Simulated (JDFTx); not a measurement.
ZrO2: single point with PBE

Crystal: ZrO2.

```
Zr O
1.0
     0.00000    2.54507    2.54507
     2.54507    0.00000    2.54507
     2.54507    2.54507    0.00000
Zr O
1 2
Direct
  0.98815 0.99609 0.01853
  0.75562 0.75533 0.73416
  0.25432 0.26090 0.23340
```

The cell comes from a database or a generator and needn't be the stable form of this composition.

The cell isn't the ideal one: atoms moved at random, drawn with an rms of 0.05 Å.

```yaml
Program: JDFTx 1.7.0 (patched build)
Task: single point
Functional: PBE
Potentials_or_basis: PseudoDojo-SR-PBE-0.5-standard
Cutoff: 1143 eV
Density_cutoff: 9143 eV
k_mesh: 9 × 9 × 9
Occupations: fermi-dirac, width 0.05 eV
Spin: no spin polarisation
Bands: 18
Density_cutoff_over_wavefunction_cutoff: 8
Max_SCF_steps: 100
SCF_threshold_on_the_energy: 1e-09 Ha
Solver_of_the_electrons: scf
Further_solve_for_the_empty_bands: yes
```

The pressure is 4.4 GPa. The largest force is 0.551 eV/Å. The band gap on the k mesh is 3.49 eV, indirect (least direct gap 3.93 eV) and the loewdin charges are Zr +1.48; O -0.69 e.

Forces in eV/Å, atoms in the order of the input:
```
Zr  -0.291 -0.250  0.396
O    0.327  0.161 -0.151
O   -0.036  0.089 -0.245
```

Stress tensor (GPa, compression positive):
```
 4.41  0.06 -0.47
 0.06  4.41 -0.91
-0.47 -0.91  4.37
```

Levels at points of the mesh, in eV from the valence-band top:
| k point | band 8 | band 9 | band 10 | band 11 | band 12 | band 13 | band 14 | band 15 |
| --- | --- | --- | --- | --- | --- | --- | --- | --- |
| (0.00, 0.00, 0.00) | -5.18 | -5.14 | -0.62 | -0.58 | -0.52 | 3.49 | 3.55 | 6.61 |

Wall time 30 min on 1 thread of Intel(R) Xeon(R) Platinum 8259CL CPU @ 2.50GHz (Skylake/Cascade Lake), with other jobs on the host, peak memory 1.1 GiB.

Caveat: an odd mesh through Γ misses points on the zone boundary, where band edges often lie.
